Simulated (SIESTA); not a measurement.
# W under changes of volume

One of the cells (16.822 Å³/atom); the others are scaled copies at fixed shape and fractional positions:

```
W
1.0
     2.80966    0.00000    0.00000
     0.00000    4.86387    0.00000
     0.00000    0.00000    4.92370
W
4
Direct
  0.79317 0.93684 0.75000
  0.20683 0.43684 0.75000
  0.20683 0.06316 0.25000
  0.79317 0.56316 0.25000
```

This isn't the form of W at room conditions, which is bcc.

- Program: SIESTA 5.4.2
- Functional: LDA
- Potentials or basis: PseudoDojo 0.4 standard (LDA files)
- Basis: DZP (energy shift 0.003 Ry; two zetas on semicore shells)
- Grid cutoff: 800 Ry
- Energy shift: 0.003 Ry
- k mesh: 9 × 6 × 6
- Occupations: fermi-dirac, width 0.05 eV
- Spin: no spin polarisation

| volume (Å³/atom) | energy over the lowest point (meV/atom) | pressure (GPa) | largest force (eV/Å) |
| --- | --- | --- | --- |
| 15.812 | 4.03 | 5.4 | 0.263 |
| 16.149 | 0.00 | -1.5 | 0.163 |
| 16.485 | 9.75 | -7.7 | 0.085 |
| 16.822 | 31.86 | -13.3 | 0.083 |
| 17.158 | 65.11 | -18.3 | 0.151 |
| 17.494 | ? | ? | ? |
| 17.831 | 160.33 | -26.7 | 0.296 |

Problem. What does the run at 17.494 Å³/atom give?

Solution. Energy over the lowest point 108.29 meV/atom; pressure -22.7 GPa; largest force 0.224 eV/Å.

Worked out: A Birch-Murnaghan fit of order 3 (a polynomial in V^(-2/3)) to the other rows has its minimum at 16.07 Å³/atom with B0 = V·E''(V) = 321 GPa and B' = 4.2 at fixed shape and positions, which overstates the stiffness. It gives 108.18 meV/atom at 17.494 Å³/atom, against the run's 108.29, and -dE/dV = -22.7 GPa, against -22.7.

Energies are extrapolated to zero smearing.

Caveats: short orbitals over semicore shells can move pressures by several GPa; the basis of atomic orbitals isn't converged, which shifts pressures, moduli and gaps.
